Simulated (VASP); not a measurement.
A run of VASP 6.6.1 is set up as follows.

The input POSCAR:

```
KI                                      
1.0
    0.0000000000      3.5081227384      3.5081227384
    3.5081227384      0.0000000000      3.5081227384
    3.5081227384      3.5081227384      0.0000000000
  K               I             
     1     1
Direct
     0.0000000000000000    0.0000000000000000    0.0000000000000000
     0.5000000000000000    0.5000000000000000    0.5000000000000000
```

File INCAR.step1:

```
ALGO     = Normal         # electronic algorithm
EDIFF    = 1E-5           # SCF threshold, eV
ENCUT    = 520            # plane-wave cutoff, eV
GGA      = PE             # functional
ISIF     = 2              # what is computed and relaxed
ISMEAR   = 0              # smearing method
KPAR     = 8            
LASPH    = True           # aspherical terms in the spheres
LCHARG   = False          # write CHGCAR
LREAL    = False          # projectors in reciprocal space
LWAVE    = True           # write WAVECAR
NBANDS   = 15             # bands
NELM     = 80             # most SCF steps
PREC     = Accurate       # precision mode
SIGMA    = 0.03           # smearing width, eV
```

File INCAR.step2:

```
AEXX     = 0.25           # exact-exchange fraction
ALGO     = Normal         # electronic algorithm
EDIFF    = 1E-7           # SCF threshold, eV
ENCUT    = 520            # plane-wave cutoff, eV
GGA      = PE             # functional
HFRCUT   = -1           
ISIF     = 2              # what is computed and relaxed
ISMEAR   = 0              # smearing method
ISTART   = 1            
KPAR     = 8            
LASPH    = True           # aspherical terms in the spheres
LCHARG   = False          # write CHGCAR
LHFCALC  = True           # exact exchange
LREAL    = False          # projectors in reciprocal space
LWAVE    = False          # write WAVECAR
NBANDS   = 15             # bands
NELM     = 80             # most SCF steps
PREC     = Accurate       # precision mode
PRECFOCK = Fast         
SIGMA    = 0.03           # smearing width, eV
```

File KPOINTS:

```
k-points
0
Gamma
  6 6 6
```

The input KPOINTS_OPT:

```
explicit points
6
Reciprocal
 0.0000000000  0.0000000000  0.0000000000 1
 0.3750000000  0.3750000000  0.7500000000 1
 0.5000000000  0.5000000000  0.5000000000 1
 0.6250000000  0.2500000000  0.6250000000 1
 0.5000000000  0.2500000000  0.7500000000 1
 0.5000000000  0.0000000000  0.5000000000 1
```

Potentials or basis: VASP PAW PBE potentials, release 64 (K_sv, I).

Run with:

```console
$ cat potpaw_PBE.64/K_sv/POTCAR potpaw_PBE.64/I/POTCAR > POTCAR
$ cp INCAR.step1 INCAR
$ mpirun -np 8 vasp_std > vasp.out
$ cp INCAR.step2 INCAR
$ mpirun -np 8 vasp_std > vasp.out
```

(1) Predict the band gap on the k mesh.

(2) Estimate the band gap along the path.

(3) What does it give for the pressure?

## Answers

(1) 5.69 eV, direct.

(2) 5.69 eV, direct.

(3) 0.7 GPa.

Caveat: the PAW data sets were made with another functional, which shifts forces and pressure a little; spin-orbit coupling is left out, which moves the levels of the heavy elements.

**What was measured.**

From a printed reference work, monograph, for a bulk crystal of KI: band gap 6.32 eV.

A measured gap of KI is 6.32 eV (a printed reference work, monograph); the calculated 5.69 eV misses it by -0.63 eV. Spin-orbit coupling on I is left out. The value is that of PBE0, without temperature or zero-point motion.
